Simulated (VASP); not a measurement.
Write the native input for VASP 6.6.1 that does the following.

* Task: relaxation of cell and atoms
* Functional: PBE
* Potentials or basis: VASP PAW PBE potentials, release 64 (Nb_sv)
* Cutoff: 520 eV
* k mesh: 18 × 18 × 18
* Occupations: gaussian, width 0.1 eV
* Spin: no spin polarisation
* Further INCAR settings: ALGO = Normal; EDIFF = 1e-06; IBRION = 2; EDIFFG = -0.01; NSW = 90; ISIF = 3

The structure of Nb lies in POSCAR:

```
Nb
1.0
    0.0000000000      2.1150000000      2.1150000000
    2.1150000000      0.0000000000      2.1150000000
    2.1150000000      2.1150000000      0.0000000000
Nb
1
Direct
    0.0000000000      0.0000000000      0.0000000000
```

This isn't the form of Nb at room conditions, which is bcc.

One way to write it, as run:

INCAR

```
PREC = Accurate
ENCUT = 520
EDIFF = 1E-6
ISMEAR = 0
SIGMA = 0.1
LREAL = F
LASPH = T
NELM = 120
ALGO = Normal
ISIF = 3
LWAVE = F
LCHARG = F
GGA = PE
IBRION = 2
NSW = 90
EDIFFG = -0.01
```

KPOINTS

```
Automatic mesh
0
Gamma
  18 18 18
```

Potentials or basis: VASP PAW PBE potentials, release 64 (Nb_sv).

Launch:

```bash
$ cat potpaw_PBE.64/Nb_sv/POTCAR > POTCAR
$ mpirun -np 1 vasp_std > vasp.out
```

Results of the run:

| Quantity | Value |
| --- | --- |
| Relaxed volume | 18.73 Å³/atom |
| Relaxed cell | a = 2.981 Å, b = 2.981 Å, c = 2.981 Å, α = 60.00°, β = 60.00°, γ = 60.00° |
| Space group after relaxing (to 0.05 Å) | Fm-3m (No. 225) |
| Energy gained by relaxing | 1.0 meV/atom |
| Ionic steps | 3 |
| Pressure after relaxing | 0.0 GPa |
| Band gap on the k mesh | none (metal or under the smearing width) |

Run time: 45 s on 1 thread of Intel(R) Xeon(R) Platinum 8488C (Sapphire Rapids), with other jobs on the host, peak memory 0.18 GiB.
